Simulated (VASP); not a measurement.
Set up this calculation in VASP 6.6.1, as the native input.

| Property | Result |
| --- | --- |
| Task | relaxation of cell and atoms |
| Functional | r2SCAN |
| Potentials or basis | VASP PAW PBE potentials, release 64 (Si, Mg) |
| Cutoff | 600 eV |
| k mesh | 8 × 8 × 8 |
| Occupations | gaussian, width 0.02 eV |
| Spin | no spin polarisation |
| Further INCAR settings | ALGO = Normal; EDIFF = 1e-06; IBRION = 2; EDIFFG = -0.005; NSW = 40; ISIF = 3 |

The structure of Mg2Si lies in POSCAR:

```
Mg2Si
1.0
    0.0000000000      3.1650000000      3.1650000000
    3.1650000000      0.0000000000      3.1650000000
    3.1650000000      3.1650000000      0.0000000000
Si Mg
1 2
Direct
    0.0000000000      0.0000000000      0.0000000000
    0.2500000000      0.2500000000      0.2500000000
    0.7500000000      0.7500000000      0.7500000000
```

The cell was built by a generator and needn't be a form met in nature.

The input as run:

INCAR

```
PREC     = Accurate       # precision mode
ENCUT    = 600            # plane-wave cutoff, eV
EDIFF    = 1E-6           # SCF threshold, eV
ISMEAR   = 0              # smearing method
SIGMA    = 0.02           # smearing width, eV
LREAL    = False          # projectors in reciprocal space
LASPH    = True           # aspherical terms in the spheres
NELM     = 120            # most SCF steps
ALGO     = Normal         # electronic algorithm
ISIF     = 3              # what is computed and relaxed
LWAVE    = False          # write WAVECAR
LCHARG   = False          # write CHGCAR
METAGGA  = R2SCAN         # meta-GGA
LMIXTAU  = True         
IBRION   = 2              # ionic algorithm
NSW      = 40             # ionic steps
EDIFFG   = -0.005         # ionic threshold
```

KPOINTS

```
Automatic mesh
0
Gamma
  8 8 8
```

Potentials or basis: VASP PAW PBE potentials, release 64 (Si, Mg).

The run is started by

```sh
$ cat potpaw_PBE.64/Si/POTCAR potpaw_PBE.64/Mg/POTCAR > POTCAR
$ mpirun -np 1 vasp_std > vasp.out
```

It gave:

```json
{
 "Relaxed volume": "21.11 Å³/atom",
 "Relaxed cell": "a = 4.474 Å, b = 4.474 Å, c = 4.474 Å, α = 60.00°, β = 60.00°, γ = 60.00°",
 "Space group after relaxing (to 0.05 Å)": "Fm-3m (No. 225)",
 "Energy gained by relaxing": "0.0 meV/atom",
 "Ionic steps": "2",
 "Pressure after relaxing": "0.0 GPa",
 "Band gap on the k mesh": "0.44 eV, indirect (least direct gap 2.49 eV)"
}
```

Caveat: the PAW data sets were made with another functional, which shifts forces and pressure a little.

It took 47 s on 1 thread of Intel(R) Xeon(R) 6975P-C (Granite Rapids) (shared host), peak memory 0.23 GiB.
